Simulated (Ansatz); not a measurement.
Crystal: GaSb.

```
Sb Ga
1.0
    -2.75343    2.75343    1.59071
     2.75343   -2.75343    1.59071
     2.75343    2.75343   -1.59071
Sb Ga
1 1
Direct
  0.00000 0.00000 0.00000
  0.75000 0.25000 0.50000
```

Measurements of this composition are mostly on another form, of space group No. 216.

* Program: Ansatz 0.2.0
* Task: relaxation of cell and atoms
* Functional: BLYP
* Potentials or basis: all-electron LAPW, scalar-relativistic
* Basis error allowed: 0.001 eV/atom
* k mesh: 10 × 10 × 10
* Occupations: fermi-dirac, width 0.05 eV
* Spin: no spin polarisation

At the start: volume 24.12 Å³/atom.

Task: How do energy, volume and symmetry change on relaxing?

Result: Over 6 steps the energy falls by 39.3 meV/atom and the volume is 26.87 Å³/atom (+11.4 %); space group I-4m2 (No. 119, to 0.05 Å).

The path:
| step | energy change (eV) | largest force (eV/Å) | volume (Å³) |
| --- | --- | --- | --- |
| 1 | 0.0000 | 0.0000 | 48.24 |
| 2 | -0.0753 | 0.0000 | 55.00 |
| 3 | -0.0784 | 0.0000 | 53.99 |
| 4 | -0.0786 | 0.0000 | 53.70 |
| 5 | -0.0787 | 0.0000 | 53.74 |
| 6 | -0.0787 | 0.0000 | 53.74 |

Final structure:
```yaml
crystal:
  lattice:
    - [-2.85999, 2.85999, 1.64239]
    - [2.85999, -2.85999, 1.64239]
    - [2.85999, 2.85999, -1.64239]
  atoms:
    - { symbol: Sb, position: [0.00000, 0.00000, 0.00000] }
    - { symbol: Ga, position: [0.75000, 0.25000, 0.50000] }
```
